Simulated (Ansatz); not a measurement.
**Ge: equation of state with HSE06**

Ge:

```xyz
2
Lattice="-2.4959 2.6509 1.4369 2.4959 -2.6509 1.4369 2.4959 2.6509 -1.4369" Properties=species:S:1:pos:R:3 pbc="T T T"
Ge    0.0000    1.3254    0.1841
Ge    2.4959    1.3254    1.2529
```

This isn't the form of Ge at room conditions, which is diamond.

```
Program             : Ansatz 0.2.0
Task                : equation of state
Functional          : HSE06
Potentials or basis : Ansatz PAW
Cutoff              : 420 eV
Density cutoff      : 1680 eV
k mesh              : 6 × 6 × 6
Occupations         : fermi-dirac, width 0.05 eV
Spin                : no spin polarisation
```

The equilibrium volume is 18.81 Å³/atom. The bulk modulus at fixed shape and positions is 76 GPa and the pressure derivative of the bulk modulus is 3.9.

Energy against volume, from the lowest point:
```
volume (Å³/atom)  energy (meV/atom)
          17.874              11.54
          18.254               3.63
          18.634               0.00
          19.014               0.16
          19.395               3.77
          19.775              10.52
          20.155              20.13
```

All runs of the series together: 2.2 min on 2 threads of AMD EPYC 7R13 Processor (Zen 3) (shared host).

Caveat: the k mesh is coarse (spacing up to 0.42 Å⁻¹), so the values aren't converged, least of all with exact exchange; the cell was scaled at fixed shape and fractional positions, which overstates the stiffness of a crystal with free parameters, most of all of layers and chains; the PAW data sets were made with another functional, which shifts forces and pressure a little.
